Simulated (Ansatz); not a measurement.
**Zone-centre phonons of InP at 15.4 GPa: input and output**

All numbers below come from Ansatz, DFT LDA, scalar-relativistic, plane waves, PAW.

Launched with:
```bash
ansatz run input.yaml --threads 1 --pin off --max-ram 1228MiB --backend cpu --events-out ev --progress --plain --runs-dir out
```

Input (bare energies are in eV):
```yaml
crystal:
  lattice:
    - [0.0, 2.5965, 2.5965]
    - [2.5965, 0.0, 2.5965]
    - [2.5965, 2.5965, 0.0]
  atoms:
    - { symbol: In, position: [0.0, 0.0, 0.0] }
    - { symbol: P, position: [0.5, 0.5, 0.5] }
basis:
  ecutwfc: 420
kpoints:
  mp_grid: { grid: [14, 14, 14] }
hamiltonian:
  xc: lda
scf:
  occupations: { method: fermi_dirac, width: 0.15 }
output:
  eigenvalues: true
phonons:
  method: dfpt
  eigenvectors: true
```

The end of the output:
```
--- Phonons (Γ-DFPT): 2 representative perturbations + reference, on 244 of 2744 k-points (Σ response iterations 6) ---
  k mesh reduced under 8 symmetry operations, with k and −k counted as one. Each operation leaves every solved perturbation unchanged. A smaller set is not used because it would not reduce the number of displacements ...
  ASR residual: 1.971e-5 → 0.000e0 eV/Å²; symmetrization residual: 9.625e-6 eV/Å²
  ASR residual per site (eV/Å²): 2.32e-6 1.97e-5
  Γ frequencies (cm⁻¹): 0.00 0.00 0.00 250.41 250.41 250.41
  non-analytic LO–TO correction: not included (Born effective charges unavailable; polar crystals: no LO–TO splitting at Γ)
```

The cell is the ideal cubic rocksalt prototype; this isn't the usual structure of the compound. In a metal, frequencies and elastic constants depend on the k mesh and the smearing, soft modes and shear constants most.